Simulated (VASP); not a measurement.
A run of VASP 6.6.1 is set up as follows.

File INCAR:

```
SYSTEM = Hf2Si
  PREC = Accurate
  ENCUT = 520
  EDIFF = 1E-7
  ISMEAR = 0
  SIGMA = 0.1
  LREAL = .False.
  LASPH = .True.
  NELM = 60
  ALGO = Normal
  ISIF = 2
  LWAVE = .False.
  LCHARG = .False.
  GGA = PS
  NBANDS = 33
```

File KPOINTS:

```
regular mesh
0
Gamma
  10 10 10
  0 0 0
```

POSCAR

```
Hf2Si
1.0
   -3.2753522200      3.2753522200      2.5828233900
    3.2753522200     -3.2753522200      2.5828233900
    3.2753522200      3.2753522200     -2.5828233900
Hf Si
4 2
Direct
    0.3435136200      0.1564863800      0.5000000000
    0.8435136200      0.3435136200      0.1870272400
    0.6564863800      0.8435136200      0.5000000000
    0.1564863800      0.6564863800      0.8129727600
    0.2500000000      0.2500000000      0.0000000000
    0.7500000000      0.7500000000      0.0000000000
```

Potentials or basis: VASP PAW PBE potentials, release 64 (Hf_pv, Si).

Run with:

```sh
$ cat potpaw_PBE.64/Hf_pv/POTCAR potpaw_PBE.64/Si/POTCAR > POTCAR
$ mpirun -np 1 vasp_std > vasp.out
```

**Question.** Estimate the largest force.

**Answer.** 0.034 eV/Å.

**Question.** Estimate the band gap on the k mesh.

**Answer.** None (metal or under the smearing width).

**Question.** What does it give for the pressure?

**Answer.** -2.6 GPa.

Forces on the atoms (eV/Å):
```
Hf   0.024 -0.024  0.000
Hf  -0.024 -0.024  0.000
Hf  -0.024  0.024  0.000
Hf   0.024  0.024  0.000
Si   0.000  0.000  0.000
Si   0.000  0.000  0.000
```

Caveat: the PAW data sets were made with another functional, which shifts forces and pressure a little. The run has no spin-orbit coupling, so splittings on Hf are missing.
